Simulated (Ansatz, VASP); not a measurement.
**Two plane-wave programs on RbBr**

INCAR

```
  PREC = Accurate
  ENCUT = 520
  EDIFF = 1E-6
  ISMEAR = 0
  SIGMA = 0.01
  LREAL = F
  LASPH = T
  NELM = 80
  ALGO = Normal
  ISIF = 2
  LWAVE = F
  LCHARG = F
  GGA = PE
  NBANDS = 15
```

File KPOINTS:

```
regular mesh
0
Gamma
  6 6 6
```

Contents of POSCAR:

```
RbBr
1.0
    4.2751367318      0.0000000000      0.0000000000
    0.0000000000      4.2751367318      0.0000000000
    0.0000000000      0.0000000000      4.2751367318
Rb Br
1 1
Direct
    0.0000000000      0.0000000000      0.0000000000
    0.5000000000      0.5000000000      0.5000000000
```

Input for Ansatz:

```yaml
crystal:
  lattice:
    - [4.2751367318, 0.0, 0.0]
    - [0.0, 4.2751367318, 0.0]
    - [0.0, 0.0, 4.2751367318]
  atoms:
    - { symbol: Rb, position: [0.0, 0.0, 0.0] }
    - { symbol: Br, position: [0.5, 0.5, 0.5] }
kpoints:
  mp_grid: { grid: [6, 6, 6] }
hamiltonian:
  xc: pbe
scf:
  occupations: { method: fixed }
  n_extra_bands: 4
output:
  forces: true
  stress: true
  eigenvalues: true
```

Alike in both runs: task single point; functional PBE; k mesh 6 × 6 × 6; no spin polarisation.

```csv
,VASP,Ansatz
version,VASP 6.6.1,Ansatz 0.2.0
potentials or method,"VASP PAW PBE potentials, release 64 (Rb_sv, Br)","plane waves, PAW"
plane-wave cutoff (eV),520,420
occupations,"gaussian, width 0.01 eV",fixed
valence electrons in the cell,16,16
```

```tsv
	VASP	Ansatz	Ansatz less VASP
gap on the k mesh at the Fermi level (eV)	3.75	3.75	+0.001
pressure (GPa)	-0.7	-0.7	-0.02
```

A k mesh can miss the band edges. A hybrid or GW would open this gap; PBE tends to underestimate it.
